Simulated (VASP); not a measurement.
# Si in VASP: single point with PBE

Aim: the single point of Si with PBE.

Program: VASP 6.6.1. These are calculated values, not measurements. Logs are shortened: lines on timing, memory, paths and dates and some standing lists are left out, and cuts for length are marked.

## (1) Starting point

The cell holds a sheet with vacuum, 1 atom: a = 2.399 Å, b = 2.418 Å, c = 23.800 Å, α = 90.00°, β = 90.00°, γ = 90.00°.

The cell was built by a generator and needn't be a form met in nature.

## (2) Single point, PBE

Input file INCAR:

```
SYSTEM = Si
PREC = Accurate ; ENCUT = 600
EDIFF = 1E-6 ; ISMEAR = 1
SIGMA = 0.5 ; LREAL = .FALSE.
LASPH = .TRUE. ; NELM = 80
ALGO = Normal ; ISIF = 2
LWAVE = .FALSE. ; LCHARG = .FALSE.
LDIPOL = .TRUE. ; IDIPOL = 3
DIPOL = 0.5 0.5 0.294 ; GGA = PE
ISYM = 1
```

Input file KPOINTS:

```
Automatic mesh
0
G
  11 11 1
  0 0 0
```

Input file POSCAR:

```
Si
1.0
    2.3993200000      0.0000000000      0.0000000000
    0.0000000000      2.4179400000      0.0000000000
    0.0000000000      0.0000000000     23.8000000000
Si
1
Direct
    0.5000000000      0.5000000000      0.2941200000
```

Potentials or basis: VASP PAW PBE potentials, release 64 (Si).

The run is started by

```
cat potpaw_PBE.64/Si/POTCAR > POTCAR
mpirun -np 1 vasp_std > vasp.out
```

OUTCAR:

```text
SYSTEM = Si
   PREC = Accurate
   ENCUT = 600
   EDIFF = 1E-6
   ISMEAR = 1
   LREAL = .FALSE.
   LASPH = .TRUE.
   NELM = 80
   ISIF = 2
   GGA = PE
   ISYM = 1

 ion  position               nearest neighbor table
   1  0.500  0.500  0.294-

  LATTYP: Found a simple orthorhombic cell.
 ALAT       =     2.3993200000
 B/A-ratio  =     1.0077605322
 C/A-ratio  =     9.9194771852

  Lattice vectors:

 A1 = (   2.3993200000,   0.0000000000,   0.0000000000)
 A2 = (   0.0000000000,   2.4179400000,   0.0000000000)
 A3 = (   0.0000000000,   0.0000000000,  23.8000000000)

Analysis of symmetry for initial positions (statically):
=====================================================================
 Subroutine PRICEL returns:
 Original cell was already a primitive cell.

 Routine SETGRP: Setting up the symmetry group for a
 simple orthorhombic supercell.

 Subroutine GETGRP returns: Found  8 space group operations
 (whereof  4 operations were pure point group operations)
 out of a pool of  8 trial point group operations.

The static configuration has the point symmetry C_2v.
 The point group associated with its full space group is D_2h.

Analysis of symmetry for dynamics (positions and initial velocities):
=====================================================================
 Subroutine PRICEL returns:
 Original cell was already a primitive cell.

 Routine SETGRP: Setting up the symmetry group for a
 simple orthorhombic supercell.

 Subroutine GETGRP returns: Found  8 space group operations
 (whereof  4 operations were pure point group operations)
 out of a pool of  8 trial point group operations.

The dynamic configuration has the point symmetry C_2v.
 The point group associated with its full space group is D_2h.

 Subroutine INISYM returns: Found  8 space group operations
 (whereof  4 operations are pure point group operations),
 and found     1 'primitive' translations

----------------------------------------------------------------------------------------

                                     Primitive cell

  volume of cell :     138.0736

  direct lattice vectors                    reciprocal lattice vectors
     2.399320000  0.000000000  0.000000000     0.416784756  0.000000000  0.000000000
     0.000000000  2.417940000  0.000000000     0.000000000  0.413575192  0.000000000
[... 89 lines left out ...]
   ISIF   =      2    stress and relaxation
   ISYM   =      1    0-nonsym 1-usesym 2-fastsym
   POTIM  = 0.5000    time-step for ionic-motion
   TEBEG  =    0.0;   TEEND  =   0.0 temperature during run
   PSTRESS=    0.0 pullay stress
   NELECT =       4.0000    total number of electrons
   NUPDOWN=      -1.0000    fix difference up-down
   EMIN   =  10.00;   EMAX   =-10.00  energy-range for DOS
   EFERMI =   0.00;   METHOD = LEGACY
   ISMEAR =     1;   SIGMA  =   0.50  broadening in eV -4-tet -1-fermi 0-gaus
   EFERMI_NEDOS =   21; number of points for ismear=-14 and -15
   IALGO  =     38    algorithm
   IMIX   =      4    mixing-type and parameters
     AMIX     =   0.40;   BMIX     =  1.00
     AMIX_MAG =   1.60;   BMIX_MAG =  1.00
  volume/ion in A,a.u.               =     138.07       931.77
  Fermi-wavevector in a.u.,A,eV,Ry     =   0.502795  0.950145  3.439596  0.252803
  Thomas-Fermi vector in A             =   1.511992
   LORBIT       =      0    0 simple, 1 ext, 2 COOP (PROOUT), +10 PAW based schemes
   GGA     = PE    functional components
   LHFCALC =     F    Hartree Fock is set to
   AEXX    =    0.0000 exact exchange contribution
   IVDW    =     0    specifies the selected vdW correction
   LEPSILON=     F    determine dielectric tensor
   LRPA    =     F    only Hartree local field effects (RPA)
 non-spin polarized calculation
 Methfessel and Paxton  Order N= 1 SIGMA  =   0.50
  energy-cutoff  :      600.00
  volume of cell :      138.07
 maximum number of plane-waves:      4638
 NGX is ok and might be reduce to    20
   NGX =  9   NGY =  9   NGZ = 95

 dipolmoment           0.000000      0.000000     -0.000001 electrons x Angstroem

 number of electron       4.0000000 magnetization

 dipolmoment           0.000000      0.000000      0.000001 electrons x Angstroem

 Free energy of the ion-electron system (eV)
  ---------------------------------------------------
  ext. energy  EPLUGINS =         0.00000000
  ---------------------------------------------------
  free energy    TOTEN  =        -4.53857305 eV

  energy without entropy =       -4.53436155  energy(sigma->0) =       -4.53716922

 E-fermi :  -3.1877     XC(G=0):  -1.8956

 val. band max:       -3.2571256411   @ k =   0.3636   0.0000   0.0000
 cond. band min:      -3.1227449631   @ k =   0.0909   0.3636   0.0000
 fundamental gap:      0.1343806779
 Fermi energy:        -3.1876911115

 k-point     1 :       0.0000    0.0000    0.0000
  band No.  band energies     occupation
      1     -14.6784      2.00000
      2      -6.3361      2.00000
      3      -0.0832     -0.00000
      4       1.2790     -0.00000
      5       1.5822     -0.00000
      6       2.2663     -0.00000
[... 199 lines left out ...]
 k-point    24 :       0.4545    0.2727    0.0000
  band No.  band energies     occupation
      1      -7.9174      2.00000
      2      -5.7828      2.00000
      3      -0.1529     -0.00000
      4       2.6995     -0.00000
      5       3.4788     -0.00000
      6       5.2794     -0.00000

 [... further k-points ...]

------------------------ aborting loop because EDIFF is reached ----------------------------------------

 vacuum level on the upper side and lower side of the slab       (xc-potential included)        -0.009        -0.009

  FORCE on cell =-STRESS in cart. coord.  units (eV):
  Direction    XX          YY          ZZ          XY          YZ          ZX
  --------------------------------------------------------------------------------------
  -------------------------------------------------------------------------------------
  Total        0.1996400     -0.1834908     -0.0004582      0.0000000      0.0000000      0.0000000
  in kB        2.3165811     -2.1291892     -0.0053168      0.0000000      0.0000000      0.0000000
  external PRESSURE =       0.0606917 kB  Pullay stress =       0.0000000 kB

 VOLUME and BASIS-vectors are now :
 -----------------------------------------------------------------------------
  energy-cutoff  :      600.00
  volume of cell :      138.07
      direct lattice vectors                 reciprocal lattice vectors
     2.399320000  0.000000000  0.000000000     0.416784756  0.000000000  0.000000000
     0.000000000  2.417940000  0.000000000     0.000000000  0.413575192  0.000000000
     0.000000000  0.000000000 23.800000000     0.000000000  0.000000000  0.042016807

 POSITION                                       TOTAL-FORCE (eV/Angst)
 -----------------------------------------------------------------------------------
      1.19966      1.20897      7.00006         0.000000      0.000000      0.000000
 -----------------------------------------------------------------------------------
    total drift:                               -0.000000     -0.000000      0.000007

  FREE ENERGIE OF THE ION-ELECTRON SYSTEM (eV)
  ---------------------------------------------------
  free  energy   TOTEN  =        -4.5385730509 eV

  energy  without entropy=       -4.5343615548  energy(sigma->0) =       -4.53716922

 vacuum level on the upper side and lower side of the slab         1.517         1.517
```

Run time: 22 s. Hardware: 1 thread of Intel Xeon 6975P-C (Granite Rapids), shared host; peak memory 0.26 GiB.

These settings aren't checked as converged (typed here: ISMEAR = 1; SIGMA = 0.5; ISYM = 1): the numbers below hold their error.

What came out:

* Free energy: -4.5386 eV
* Band gap on the k mesh: none (metal or under the smearing width)
